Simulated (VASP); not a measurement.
# A vacancy on the Si site in SiNi3

Wanted: what a vacancy on the Si site costs in SiNi3 and how the lattice relaxes round it. The start is a cell from a database of measured crystal structures.

Main program and level: VASP 6.6.1; PBE, spin-polarised from a ferromagnetic start; plane waves and PAW (Ni, Si), in the first sound run; inputs show where later runs differ.

The database entry behind the starting cell differs from later determinations by our own check (an axis about 0.9 % long against later determinations), so it need not match the best structure at ambient conditions.

## 1. The host crystal

It takes space group Pm-3m (No. 221, cubic). The conventional cell has a = 3.542 Å, b = 3.542 Å, c = 3.542 Å, α = 90.00°, β = 90.00°, γ = 90.00°. Nearest to Ni lie 8 Ni at 2.50 Å and 4 Si at 2.50 Å. Nearest to Si lie 12 Ni at 2.50 Å. Farther neighbours are not listed.

Coordinates:

```cif
data_structure
_symmetry_space_group_name_H-M 'P 1'
_symmetry_Int_Tables_number 1
_cell_length_a 3.5420
_cell_length_b 3.5420
_cell_length_c 3.5420
_cell_angle_alpha 90.000
_cell_angle_beta 90.000
_cell_angle_gamma 90.000
_cell_volume 44.44
loop_
_atom_site_label
_atom_site_type_symbol
_atom_site_fract_x
_atom_site_fract_y
_atom_site_fract_z
_atom_site_occupancy
Ni1 Ni 0.50000 0.50000 0.00000 1
Ni2 Ni 0.50000 0.00000 0.50000 1
Ni3 Ni 0.00000 0.50000 0.50000 1
Si4 Si 0.00000 0.00000 0.00000 1
```

## 2. Relaxing the host crystal

First cell and atoms are relaxed at a raised cutoff, so that later runs start from this functional's own cell.

INCAR reads:

```
SYSTEM = SiNi3
PREC = Accurate
ENCUT = 360
EDIFF = 1E-06
NELM = 120
ISMEAR = 1
SIGMA = 0.15
LREAL = .FALSE.
ALGO = Normal
GGA = PE
NBANDS = 27
ISPIN = 2
MAGMOM = 1 1 1 0
LASPH = .TRUE.
LMAXMIX = 4
LORBIT = 11
LWAVE = .FALSE.
LCHARG = .FALSE.
KPAR = 4
IBRION = 2
NSW = 40
ISIF = 3
EDIFFG = -0.02
POTIM = 0.4
```

POSCAR reads:

```
SiNi3
1.0
    3.5420000000      0.0000000000      0.0000000000
    0.0000000000      3.5420000000      0.0000000000
    0.0000000000      0.0000000000      3.5420000000
Ni Si
3 1
Direct
    0.5000000000      0.5000000000      0.0000000000
    0.5000000000      0.0000000000      0.5000000000
    0.0000000000      0.5000000000      0.5000000000
    0.0000000000      0.0000000000      0.0000000000
```

KPOINTS reads:

```
Automatic mesh
0
Gamma
7 7 7
0 0 0
```

PAW data sets: Ni and Si (PBE family, release 64).

Command:

```sh
$ mpirun -np 4 vasp_std
```

Output:

```text
[banner, memory and clock lines left out]
running    4 mpi-ranks, on    1 nodes
 distrk:  each k-point on    1 cores,    4 groups
 distr:  one band on    1 cores,    1 groups

 POSCAR found type information on POSCAR NiSi
 POSCAR found :  2 types and       4 ions
 LDA part: xc-table for (Slater+PW92), standard interpolation
 POSCAR, INCAR and KPOINTS ok, starting setup
 FFT: planning ... GRIDC
 FFT: planning ... GRID_SOFT
 FFT: planning ... GRID
 WAVECAR not read
 entering main loop
       N       E                     dE             d eps       ncg     rms          rms(c)
DAV:   1     0.169955729732E+03    0.16996E+03   -0.11545E+04  2184   0.125E+03
DAV:   2    -0.178109387832E+02   -0.18777E+03   -0.17538E+03  2160   0.271E+02
DAV:   3    -0.269446490158E+02   -0.91337E+01   -0.87119E+01  2441   0.756E+01
DAV:   4    -0.270963884942E+02   -0.15174E+00   -0.15147E+00  2399   0.925E+00
DAV:   5    -0.271010469792E+02   -0.46585E-02   -0.46580E-02  2578   0.149E+00    0.197E+01
DAV:   6    -0.275841705687E+02   -0.48312E+00   -0.29838E+01  2573   0.970E+01    0.192E+01
DAV:   7    -0.237201456542E+02    0.38640E+01   -0.10726E+01  2591   0.547E+01    0.382E+00
DAV:   8    -0.236817250700E+02    0.38421E-01   -0.30265E-01  2520   0.437E+00    0.153E+00
DAV:   9    -0.236720949944E+02    0.96301E-02   -0.18207E-02  2976   0.160E+00    0.647E-01
DAV:  10    -0.236705838672E+02    0.15111E-02   -0.14915E-03  2797   0.400E-01    0.338E-01
DAV:  11    -0.236699215552E+02    0.66231E-03   -0.34252E-04  2922   0.307E-01    0.104E-01
DAV:  12    -0.236699868506E+02   -0.65295E-04   -0.15027E-04  2916   0.146E-01    0.456E-02
DAV:  13    -0.236699928487E+02   -0.59981E-05   -0.17879E-05  2639   0.527E-02    0.208E-02
DAV:  14    -0.236699894126E+02    0.34361E-05   -0.28193E-06  2478   0.197E-02    0.745E-03
DAV:  15    -0.236699889916E+02    0.42093E-06   -0.10129E-06  1305   0.118E-02
   1 F= -.23669989E+02 E0= -.23671819E+02  d E =-.236700E+02  mag=     0.0003
 curvature:   0.00 expect dE= 0.000E+00 dE for cont linesearch  0.000E+00
 trial: gam= 0.00000 g(F)=  0.000E+00 g(S)=  0.931E-01 ort = 0.000E+00 (trialstep = 0.100E+01)
 search vector abs. value=  0.931E-01
 bond charge predicted
       N       E                     dE             d eps       ncg     rms          rms(c)
DAV:   1    -0.253737084633E+02   -0.17037E+01   -0.13281E+01  2280   0.531E+01    0.114E+01
DAV:   2    -0.251863154015E+02    0.18739E+00   -0.10727E+01  2558   0.612E+01    0.934E+00
DAV:   3    -0.237427091429E+02    0.14436E+01   -0.36062E+00  2574   0.330E+01    0.195E+00
DAV:   4    -0.236954679282E+02    0.47241E-01   -0.66704E-02  2825   0.262E+00    0.684E-01
DAV:   5    -0.236896679750E+02    0.58000E-02   -0.41821E-03  3152   0.643E-01    0.231E-01
DAV:   6    -0.236895675578E+02    0.10042E-03   -0.12168E-03  2214   0.307E-01    0.581E-02
DAV:   7    -0.236895594634E+02    0.80944E-05   -0.83876E-05  2610   0.982E-02    0.245E-02
DAV:   8    -0.236895536747E+02    0.57887E-05   -0.83119E-06  2919   0.395E-02    0.673E-03
DAV:   9    -0.236895526988E+02    0.97590E-06   -0.85638E-07  1215   0.135E-02
   2 F= -.23689553E+02 E0= -.23691515E+02  d E =-.195637E-01  mag=     0.0000
 trial-energy change:   -0.019564  1 .order   -0.017381   -0.093080    0.058319
 step:   0.6349(harm=  0.6148)  dis= 0.00000  next Energy=   -23.700094 (dE=-0.301E-01)
 bond charge predicted
       N       E                     dE             d eps       ncg     rms          rms(c)
DAV:   1    -0.239305390465E+02   -0.24099E+00   -0.18099E+00  2271   0.203E+01    0.432E+00
DAV:   2    -0.239454827405E+02   -0.14944E-01   -0.17596E+00  2580   0.233E+01    0.359E+00
DAV:   3    -0.237056783991E+02    0.23980E+00   -0.47162E-01  2586   0.129E+01    0.657E-01
DAV:   4    -0.237008501255E+02    0.48283E-02   -0.12397E-02  2252   0.689E-01    0.214E-01
DAV:   5    -0.237003318109E+02    0.51831E-03   -0.67934E-04  3038   0.403E-01    0.591E-02
DAV:   6    -0.237003277368E+02    0.40742E-05   -0.15937E-04  2238   0.114E-01    0.194E-02
DAV:   7    -0.237003348842E+02   -0.71474E-05   -0.10641E-05  2831   0.323E-02    0.107E-02
DAV:   8    -0.237003373522E+02   -0.24680E-05   -0.64849E-07  1227   0.121E-02    0.230E-03
DAV:   9    -0.237003372489E+02    0.10335E-06   -0.23396E-07  1131   0.712E-03
   3 F= -.23700337E+02 E0= -.23702253E+02  d E =-.303483E-01  mag=     0.0000
 curvature:  -0.31 expect dE=-0.477E-06 dE for cont linesearch -0.477E-06
 trial: gam= 0.00000 g(F)=  0.494E-65 g(S)=  0.156E-05 ort =-0.380E-03 (trialstep = 0.927E+00)
 search vector abs. value=  0.156E-05
 reached required accuracy - stopping structural energy minimisation
```

Wall time 11 s (4 MPI ranks of Intel Xeon 6975P-C (Granite Rapids), shared host); peak memory 0.59 GiB.

Lines that name or quote the potential files are left out of all logs, and their timing lines are given in words.

OUTCAR, selected parts (step 2):

```text
ion  position               nearest neighbor table
   1  0.500  0.500  0.000-   2 2.50   3 2.50   4 2.50   2 2.50   3 2.50   2 2.50   4 2.50   2 2.50
                             3 2.50   4 2.50   3 2.50   4 2.50
   2  0.500  0.000  0.500-   1 2.50   3 2.50   4 2.50   1 2.50   4 2.50   1 2.50   3 2.50   1 2.50
                             3 2.50   4 2.50   4 2.50   3 2.50
   3  0.000  0.500  0.500-   1 2.50   2 2.50   4 2.50   1 2.50   4 2.50   2 2.50   4 2.50   4 2.50
                             1 2.50   2 2.50   1 2.50   2 2.50
   4  0.000  0.000  0.000-   1 2.50   2 2.50   3 2.50   2 2.50   3 2.50   1 2.50   3 2.50   3 2.50
                             1 2.50   2 2.50   2 2.50   1 2.50

  LATTYP: Found a simple cubic cell.
 ALAT       =     3.5420000000

 Subroutine GETGRP returns: Found 48 space group operations
 (whereof 48 operations were pure point group operations)

The static configuration has the point symmetry O_h .

 Found     20 irreducible k-points:

   k-points           NKPTS =     20   k-points in BZ     NKDIM =     20   number of bands    NBANDS=     27

   dimension x,y,z NGX =    24 NGY =   24 NGZ =   24
   dimension x,y,z NGXF=    48 NGYF=   48 NGZF=   48

   ENCUT  =  360.0 eV  26.46 Ry    5.14 a.u.   5.48  5.48  5.48*2*pi/ulx,y,z

   NELECT =      34.0000    total number of electrons

 k-points in reciprocal lattice and weights: Automatic mesh
   0.00000000  0.00000000  0.00000000       0.003
   0.14285714  0.00000000  0.00000000       0.017
   0.28571429  0.00000000  0.00000000       0.017
   0.42857143  0.00000000  0.00000000       0.017
   0.14285714  0.14285714  0.00000000       0.035
   0.28571429  0.14285714  0.00000000       0.070
   0.42857143  0.14285714  0.00000000       0.070
   0.28571429  0.28571429  0.00000000       0.035
   0.42857143  0.28571429  0.00000000       0.070
[...]
0.42857143  0.42857143  0.28571429       0.070
   0.42857143  0.42857143  0.42857143       0.023

 average (electrostatic) potential at core
       1 -80.6534       2 -80.6534       3 -80.6534       4 -79.0587

 E-fermi :  10.6757

 spin component 1
 k-point     1 :       0.0000    0.0000    0.0000
  band No.  band energies     occupation
    ...
     12       9.8063      1.00000
     13       9.8063      1.00000
     14      10.0746      1.00000
     15      10.0746      1.00000
     16      10.4007      1.01318
     17      10.7306      0.21189
     18      10.7306      0.21189
     19      10.7306      0.21188
     20      15.5442      0.00000
     21      17.0362      0.00000
    ...

 k-point     2 :       0.1429    0.0000    0.0000
  band No.  band energies     occupation
    ...
     12       9.9149      1.00000
     13       9.9149      1.00000
     14      10.0483      1.00000
     15      10.0776      1.00000
     16      10.3041      1.00128
     17      10.7310      0.21001
     18      11.2049     -0.00000
     19      11.2049     -0.00000
     20      15.9187      0.00000
     21      16.9858      0.00000
    ...

 k-point     3 :       0.2857    0.0000    0.0000
  band No.  band energies     occupation
    ...
     12       9.6968      1.00000
     13       9.6968      1.00000
     14       9.7736      1.00000
     15       9.9653      1.00000
     16      10.1406      1.00000
     17      10.7318      0.20682
     18      12.4298     -0.00000
     19      12.4298     -0.00000
     20      16.0087      0.00000
     21      16.8502      0.00000
    ...

 k-point     4 :       0.4286    0.0000    0.0000
  band No.  band energies     occupation
    ...
     12       9.4307      1.00000
     13       9.4307      1.00000
     14       9.4606      1.00000
     15       9.6225      1.00000
     16      10.1393      1.00000
     17      10.7322      0.20489
     18      13.8953      0.00000
     19      13.8953      0.00000
     20      15.9320      0.00000
     21      16.4451      0.00000
    ...

 k-point     5 :       0.1429    0.1429    0.0000
  band No.  band energies     occupation
    ...
     13       9.8935      1.00000
     14       9.9230      1.00000
     15      10.1820      1.00002
     16      10.2036      1.00004
     17      10.6125      0.82392
     18      11.1324     -0.00007
     19      11.6985     -0.00000
     20      16.3411      0.00000
     21      17.7495      0.00000
     22      18.0249      0.00000
    ...

 k-point     6 :       0.2857    0.1429    0.0000
  band No.  band energies     occupation
    ...
     13       9.6123      1.00000
     14       9.8618      1.00000
     15      10.0299      1.00000
     16      10.0656      1.00000
     17      10.5491      1.00049
     18      11.7509     -0.00000
     19      12.8066     -0.00000
     20      16.2767      0.00000
     21      16.4852      0.00000
     22      18.0466      0.00000
    ...

  Total        0.0073301      0.0073301      0.0073301      0.0000000      0.0000000     -0.0000000
  in kB        0.2731905      0.2731905      0.2731905      0.0000000      0.0000000     -0.0000000
  external PRESSURE =       0.2731905 kB  Pullay stress =       0.0000000 kB

  energy-cutoff  :      360.00
  volume of cell :       42.99
      direct lattice vectors                 reciprocal lattice vectors
     3.503093516  0.000000000 -0.000000000     0.285461977 -0.000000000  0.000000000
     0.000000000  3.503093516  0.000000000    -0.000000000  0.285461977 -0.000000000
    -0.000000000  0.000000000  3.503093516     0.000000000 -0.000000000  0.285461977

 POSITION                                       TOTAL-FORCE (eV/Angst)
 -----------------------------------------------------------------------------------
      1.75155      1.75155      0.00000         0.000000      0.000000      0.000000
      1.75155      0.00000      1.75155         0.000000      0.000000      0.000000
      0.00000      1.75155      1.75155        -0.000000      0.000000      0.000000
      0.00000      0.00000      0.00000         0.000000      0.000000      0.000000
 -----------------------------------------------------------------------------------
    total drift:                                0.000000     -0.000000     -0.000000

  FREE ENERGIE OF THE ION-ELECTRON SYSTEM (eV)
  ---------------------------------------------------
  free  energy   TOTEN  =       -23.7003372489 eV

  energy  without entropy=      -23.7060834767  energy(sigma->0) =      -23.70225266

 reached required accuracy - stopping structural energy minimisation

 total charge
# of ion       s       p       d       tot
------------------------------------------
    1        0.486   0.573   8.405   9.464
    2        0.486   0.573   8.405   9.464
    3        0.486   0.573   8.405   9.464
    4        0.730   0.823   0.000   1.552
--------------------------------------------------
tot          2.189   2.541  25.214  29.944

 magnetization (x)
# of ion       s       p       d       tot
------------------------------------------
    1        0.000   0.000   0.000   0.000
    2        0.000   0.000   0.000   0.000
    3        0.000   0.000   0.000   0.000
    4       -0.000  -0.000   0.000  -0.000
--------------------------------------------------
tot          0.000  -0.000   0.000   0.000

[... 5 further parts left out ...]
```

CONTCAR:

```
SiNi3
   1.00000000000000
     3.5030935158549892    0.0000000000000000   -0.0000000000000000
     0.0000000000000000    3.5030935158549892    0.0000000000000000
    -0.0000000000000000    0.0000000000000000    3.5030935158549892
  Ni              Si
     3     1
Direct
     0.5000000000000000    0.5000000000000000    0.0000000000000000
     0.5000000000000000    0.0000000000000000    0.5000000000000000
     0.0000000000000000    0.5000000000000000    0.5000000000000000
     0.0000000000000000    0.0000000000000000    0.0000000000000000
```

The moments of the start collapse, so the state is non-magnetic; other starts or orders were not tried. The k-mesh is coarse for a metal. The run keeps the 48 symmetry operations of its start, so it cannot find a distortion of lower symmetry.

Step by step:

```
step  energy less that of the first step (eV)  largest force (eV/Å)  pressure (GPa)  volume (Å³)
   1                                   0.0000                0.0000           -6.47        44.44
   2                                  -0.0196                0.0000            4.27        42.17
   3                                  -0.0303                0.0000            0.03        42.99
```

```
conventional cell, symmetrised  before  after  change
                         a (Å)   3.542  3.503  -1.1 %
                         b (Å)   3.542  3.503  -1.1 %
                         c (Å)   3.542  3.503  -1.1 %
              volume (Å³/atom)   11.11  10.75  -3.3 %
```

Final coordinates:

```xyz
4
Lattice="3.5031 0.0000 0.0000 0.0000 3.5031 0.0000 0.0000 0.0000 3.5031" Properties=species:S:1:pos:R:3 pbc="T T T"
Ni    1.7515    1.7515    0.0000
Ni    1.7515    0.0000    1.7515
Ni    0.0000    1.7515    1.7515
Si    0.0000    0.0000    0.0000
```

Numbers from this step:

```yaml
electronic_cycles: 33
electrons: 34
free_energy_toten: -23.70 eV
energy_at_zero_smearing: -23.70 eV
fermi_energy: 10.68 eV
labelled_metallic_from_the_levels_on_this_mesh: yes
```

The spin moment in the PAW sphere vanishes on all atoms.

The run ended after 3 ionic steps, 0.030 eV below its first step, once forces and stress met EDIFFG = -0.02.

[end of part 1 of 5]

[Lines on the potential files, build, host, timing and source positions are cut from VASP's logs without a mark.]

[Logs are printed without paths, hosts, clocks, repeated set-up lines and the standing remarks that a program may print on its own settings, such as how far it seeks lower states.]

[Hosts, paths, dates, database ids (printed as entryN), source tags and the programs' standing remarks are cut or masked in the printed files.]

[In band tables of VASP the shares of atoms and orbitals are scaled to a sum of 1 inside the atoms' spheres.]

[Runs that stopped without an error message from VASP are left out.]
